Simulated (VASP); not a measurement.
# Cu (Fm-3m) in VASP: notebook, part 2 of 2

VASP 6.6.1. Earlier steps stand in the parts before.

### 6 Single point, PBE

INCAR reads:

```
SYSTEM = Cu
  PREC = Accurate
  ENCUT = 650
  EDIFF = 1E-7
  ISMEAR = 1
  SIGMA = 0.1
  LREAL = .False.
  LASPH = .True.
  NELM = 100
  ALGO = Normal
  ISIF = 2
  LWAVE = .False.
  LCHARG = .False.
  GGA = PE
  NBANDS = 12
  ADDGRID = .False.
```

KPOINTS reads:

```
regular mesh
0
Gamma
  6 6 6
  0 0 0
```

POSCAR reads:

```
Cu
1.0
   -0.0335610000      1.7894160000      1.7776830000
    1.7981850000     -0.0227470000      1.7668690000
    1.8176490000      1.7980650000     -0.0422110000
Cu
1
Direct
    0.0167750000     -0.0332640000      0.0016970000
```

Potentials or basis: VASP PAW PBE potentials, release 64 (Cu).

Run with:

```bash
> cat potpaw_PBE.64/Cu/POTCAR > POTCAR
> mpirun -np 1 vasp_std > vasp.out
```

OUTCAR:

```text
SYSTEM = Cu
   PREC = Accurate
   ENCUT = 650
   EDIFF = 1E-7
   ISMEAR = 1
   LREAL = .False.
   LASPH = .True.
   NELM = 100
   ISIF = 2
   GGA = PE

 Found    112 irreducible k-points:

 Following reciprocal coordinates:
            Coordinates               Weight
  0.000000  0.000000  0.000000      1.000000
  0.166667 -0.000000 -0.000000      2.000000
  0.333333 -0.000000 -0.000000      2.000000
  0.500000 -0.000000 -0.000000      1.000000
 -0.000000  0.166667 -0.000000      2.000000
  0.166667  0.166667 -0.000000      2.000000
   k-points           NKPTS =    112   k-points in BZ     NKDIM =    112   number of bands    NBANDS=     12
   number of dos      NEDOS =    301   number of ions     NIONS =      1
   total plane-waves  NPLWV =  13824
   dimension x,y,z NGX =    24 NGY =   24 NGZ =   24
   dimension x,y,z NGXF=    48 NGYF=   48 NGZF=   48
   ions per type =               1
   NGX,Y,Z   is equivalent  to a cutoff of  15.82, 15.83, 15.60 a.u.
   NGXF,Y,Z  is equivalent  to a cutoff of  31.63, 31.65, 31.21 a.u.
 SYSTEM =  Cu
   PREC   = accura    normal or accurate (medium, high low for compatibility)
   ISTART =      0    job   : 0-new  1-cont  2-samecut
   ICHARG =      2    charge: 1-file 2-atom 10-const
   ISPIN  =      1    spin polarized calculation?
   LNONCOLLINEAR =      F non collinear calculations
   LSORBIT =      F    spin-orbit coupling
   LASPH  =      T    aspherical Exc in radial PAW
   ENCUT  =  650.0 eV  47.77 Ry    6.91 a.u.   5.24  5.24  5.32*2*pi/ulx,y,z
   NELM   =    100;   NELMIN=  2; NELMDL= -5     # of ELM steps
   EDIFF  = 0.1E-06   stopping-criterion for ELM
   LREAL  =      F    real-space projection
   EDIFFG = 0.1E-05   stopping-criterion for IOM
   NSW    =      0    number of steps for IOM
   IBRION =     -1    ionic relax: 0-MD 1-quasi-New 2-CG
   NFREE  =      0    steps in history (QN), initial steepest desc. (CG)
   ISIF   =      2    stress and relaxation
   ISYM   =      2    0-nonsym 1-usesym 2-fastsym
   POTIM  = 0.5000    time-step for ionic-motion
   TEBEG  =    0.0;   TEEND  =   0.0 temperature during run
   PSTRESS=    0.0 pullay stress
   NELECT =      11.0000    total number of electrons
   NUPDOWN=      -1.0000    fix difference up-down
   EMIN   =  10.00;   EMAX   =-10.00  energy-range for DOS
   EFERMI =   0.00;   METHOD = LEGACY
   ISMEAR =     1;   SIGMA  =   0.10  broadening in eV -4-tet -1-fermi 0-gaus
   EFERMI_NEDOS =   21; number of points for ismear=-14 and -15
   IALGO  =     38    algorithm
[... 17 lines left out ...]
 maximum number of plane-waves:       456
 NGX is ok and might be reduce to    24
   NGX = 11   NGY = 11   NGZ = 11

 number of electron      11.0000002 magnetization

 Free energy of the ion-electron system (eV)
  ---------------------------------------------------
  ext. energy  EPLUGINS =         0.00000000
  ---------------------------------------------------
  free energy    TOTEN  =        -3.66277398 eV

  energy without entropy =       -3.66291898  energy(sigma->0) =       -3.66282231

 E-fermi :   7.5356     XC(G=0): -12.7255

 val. band max:        7.5122475656   @ k =   0.3333   0.1667   0.5000
 cond. band min:       7.5889839871   @ k =   0.1667   0.5000   0.3333
 fundamental gap:      0.0767364215
 Fermi energy:         7.5355932486

 k-point     1 :       0.0000    0.0000    0.0000
  band No.  band energies     occupation
      1      -1.7653      2.00000
      2       4.4663      2.00000
      3       4.5290      2.00000
      4       4.6586      2.00000
      5       5.3538      2.00000
      6       5.4177      2.00000
      7      30.0382      0.00000
      8      32.0992      0.00000
      9      32.6994      0.00000
     10      33.8724      0.00000
     11      34.6787      0.00000
     12      35.1690      0.00000
[... 61 lines left out ...]
 k-point     6 :       0.1667    0.1667   -0.0000
  band No.  band energies     occupation
      1      -0.4328      2.00000
      2       4.2234      2.00000
      3       4.8170      2.00000
      4       4.8573      2.00000
      5       5.1084      2.00000
      6       5.5012      2.00000
      7      27.0255      0.00000
      8      27.1231      0.00000
      9      27.9409      0.00000
     10      29.5740      0.00000
     11      33.5039      0.00000
     12      40.2447      0.00000

 [... further k-points ...]

------------------------ aborting loop because EDIFF is reached ----------------------------------------

  FORCE on cell =-STRESS in cart. coord.  units (eV):
  Direction    XX          YY          ZZ          XY          YZ          ZX
  --------------------------------------------------------------------------------------
  -------------------------------------------------------------------------------------
  Total        0.2804863      0.2978952      0.1952968      0.0217464      0.0078739      0.0757749
  in kB       38.0502337     40.4118962     26.4935989      2.9500738      1.0681538     10.2794806
  external PRESSURE =      34.9852429 kB  Pullay stress =       0.0000000 kB

 VOLUME and BASIS-vectors are now :
 -----------------------------------------------------------------------------
  energy-cutoff  :      650.00
  volume of cell :       11.81
      direct lattice vectors                 reciprocal lattice vectors
    -0.033561000  1.789416000  1.777683000    -0.268914128  0.278352052  0.277263920
     1.798185000 -0.022747000  1.766869000     0.277037260 -0.273469598  0.280504747
     1.817649000  1.798065000 -0.042211000     0.271125354  0.275680674 -0.272381618

 POSITION                                       TOTAL-FORCE (eV/Angst)
 -----------------------------------------------------------------------------------
      1.74089      0.01108      1.73784         0.000000     -0.000000     -0.000000
 -----------------------------------------------------------------------------------
    total drift:                               -0.000012      0.000019      0.000029

  FREE ENERGIE OF THE ION-ELECTRON SYSTEM (eV)
  ---------------------------------------------------
  free  energy   TOTEN  =        -3.6627739764 eV

  energy  without entropy=       -3.6629189767  energy(sigma->0) =       -3.66282231
```

OSZICAR:

```text
N       E                     dE             d eps       ncg     rms          rms(c)
DAV:   1     0.482207665416E+02    0.48221E+02   -0.62554E+03  2928   0.183E+03
DAV:   2    -0.285859833030E+01   -0.51079E+02   -0.47101E+02  2756   0.223E+02
DAV:   3    -0.454660122494E+01   -0.16880E+01   -0.16784E+01  3068   0.460E+01
DAV:   4    -0.455759748509E+01   -0.10996E-01   -0.10994E-01  3140   0.328E+00
DAV:   5    -0.455769009382E+01   -0.92609E-04   -0.92607E-04  3156   0.310E-01    0.766E+00
DAV:   6    -0.403375404063E+01    0.52394E+00   -0.14308E+01  3192   0.724E+01    0.388E+00
DAV:   7    -0.367570114485E+01    0.35805E+00   -0.22571E+00  3176   0.288E+01    0.597E-01
DAV:   8    -0.366422280995E+01    0.11478E-01   -0.42931E-03  3104   0.919E-01    0.286E-01
DAV:   9    -0.366277172441E+01    0.14511E-02   -0.87378E-03  3420   0.164E+00    0.271E-02
DAV:  10    -0.366277552215E+01   -0.37977E-05   -0.29051E-05  3804   0.874E-02    0.905E-03
DAV:  11    -0.366277419361E+01    0.13285E-05   -0.16334E-06  3396   0.258E-02    0.109E-03
DAV:  12    -0.366277405001E+01    0.14360E-06   -0.39393E-08  1908   0.363E-03    0.301E-04
DAV:  13    -0.366277397643E+01    0.73579E-07   -0.62107E-09  1728   0.116E-03
   1 F= -.36627740E+01 E0= -.36628223E+01  d E =0.145000E-03
```

stdout:

```text
POSCAR found type information on POSCAR Cu
 POSCAR found :  1 types and       1 ions
 scaLAPACK will be used
 LDA part: xc-table for (Slater+PW92), standard interpolation
 POSCAR, INCAR and KPOINTS ok, starting setup
 FFT: planning ... GRIDC
 FFT: planning ... GRID_SOFT
 FFT: planning ... GRID
 WAVECAR not read
 entering main loop
```

Run time: 14 s. Hardware: 1 thread of AMD EPYC 9R45 (Zen 5), shared host; peak memory 0.12 GiB.

The run converged, but some of its settings lie outside the range that counts as converged, so its numbers aren't taken as properties of the crystal.

Results:

```
Free energy            : -3.6628 eV
Pressure               : 3.5 GPa
Band gap on the k mesh : none (metal or under the smearing width)
```

Caveat: the k mesh is coarse (spacing up to 0.50 Å⁻¹), so the values aren't converged.
